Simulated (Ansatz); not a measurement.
Input and command of a calculation in Ansatz (plane waves; scalar-relativistic PAW potentials unless the input names others):

```yaml
crystal:
  lattice:
    - [0.0, 2.7701604164, 2.7701604164]
    - [2.7701604164, 0.0, 2.7701604164]
    - [2.7701604164, 2.7701604164, 0.0]
  atoms:
    - { symbol: In, position: [0.0, 0.0, 0.0] }
    - { symbol: P, position: [0.5, 0.5, 0.5] }
basis:
  ecutwfc: 420
  precision: f64
kpoints:
  mp_grid: { grid: [20, 20, 20] }
hamiltonian:
  xc: pbe
scf:
  occupations: { method: gaussian, width: 0.15 }
  eigensolver: { kind: davidson }
output:
  forces: true
  eigenvalues: true
  stress: true
```

```bash
ansatz run input.yaml --threads 1 --pin off --max-ram 2560MiB --backend cpu --events-out ev --progress --plain --runs-dir out
```

Abridged log:
```
Basis set: ecut = 420 eV, 869 PW (Γ), exchange–correlation on 54×54×54 points (8 copies of the dense FFT grid, shifted against one another)
Bands: 13, of which v1, the nominal top of the filled ones, is band 9 counted from 1 (8 counted from 0)
Symmetry: 48 space group operations
k-points: 256 of 8000
SCF iter   1: F=—  HF=-6353.522854 eV  |F-HF|=—  |Δ(HF+E_count)|=         —  Δρ=2.56e-3  dr2=5.65e-3  ethr=1.77e-3  ⟨swp⟩=9.4  Hψ=15971  notcnv=1
SCF iter   2: F=—  HF=-6353.521954 eV  |F-HF|=—  |Δ(HF+E_count)|=   9.01e-4  Δρ=1.35e-3  dr2=1.50e-3  ethr=3.14e-5  ⟨swp⟩=3.1  Hψ=6665  notcnv=0  defer=17
SCF iter   3: F=—  HF=-6353.521723 eV  |F-HF|=—  |Δ(HF+E_count)|=   2.30e-4  Δρ=3.15e-4  dr2=3.33e-5  ethr=2.08e-7  ⟨swp⟩=4.0  Hψ=14775  notcnv=0  defer=1
SCF iter   4: F=—  HF=-6353.521739 eV  |F-HF|=—  |Δ(HF+E_count)|=   1.60e-5  Δρ=1.19e-4  dr2=7.12e-6  ethr=1.85e-7  ⟨swp⟩=2.5  Hψ=5838  notcnv=0
SCF iter   5: F=—  HF=-6353.521746 eV  |F-HF|=—  |Δ(HF+E_count)|=   6.91e-6  Δρ=3.27e-5  dr2=6.84e-7  ethr=3.96e-8  ⟨swp⟩=3.5  Hψ=6831  notcnv=0
SCF iter   6: F=-6353.521746 eV  HF=-6353.521746 eV  |F-HF|=1.87e-9  |Δ(HF+E_count)|=   4.26e-7  Δρ=5.49e-6  dr2=1.14e-8  ethr=3.80e-9  ⟨swp⟩=3.3  Hψ=6981  notcnv=0
the search or the solves at the SCF's close seem to have found levels that the self-consistency loop had missed (the run counts 5). By its estimate they hold under 1e-12 electrons; where the run keeps them, the occupations were computed again with them
SCF 1 converged in 6 iterations: F = -6353.521746 eV  dr2 = 1.14e-8
  Residual-converged pass: ⟨swp⟩=4.0  Hψ=8647  notcnv=0  max |occ|·‖R‖ = 6.6e-6 eV (tolerance 6.7e-6 eV) dr2=1.39e-8  dr2_onsite=3.79e-10  max |Δocc| = 1.5e-8
SCF converged after 6 iterations
Free energy (F): -6353.521746 eV
Harris-Foulkes:  -6353.521746 eV  (|F-HF|=1.87e-9)
Internal energy: -6353.507782 eV  (E = F + TS)
E sigma→0 (E₀):  -6353.514764 eV
Entropy (-TS):   -0.013965 eV (-6.982 meV/atom)
Fermi energy:    9.187805 eV
--- Forces (eV/Å), atoms counted from 1 ---
  atom   1  In     0.00000000     0.00000000     0.00000000
  atom   2  P      0.00000000     0.00000000     0.00000000
--- Stress (GPa, compression-positive) ---
       -0.025397       0.000000       0.000000
        0.000000      -0.025397       0.000000
        0.000000       0.000000      -0.025397
  P = ⅓ Tr σ = -0.0254 GPa (-0.254 kbar)
```

Apart from outputs and empty bands, the input differs from a reference run on usual settings in scf.eigensolver.kind: not typed → "davidson"; basis.precision: not typed → "f64". The reference, at the same geometry, gave pressure -0.03 GPa, largest force 0.000 eV/Å, no gap on the mesh. This run converged in 6 SCF iterations (reference: 7) with an energy at zero smearing within 0.01 meV/atom of the reference's, pressure -0.03 GPa, largest force 0.000 eV/Å, no gap on the mesh.

Time: 11 s on 1 thread of Arm Neoverse V1, with other jobs on the host, peak memory 0.36 GiB.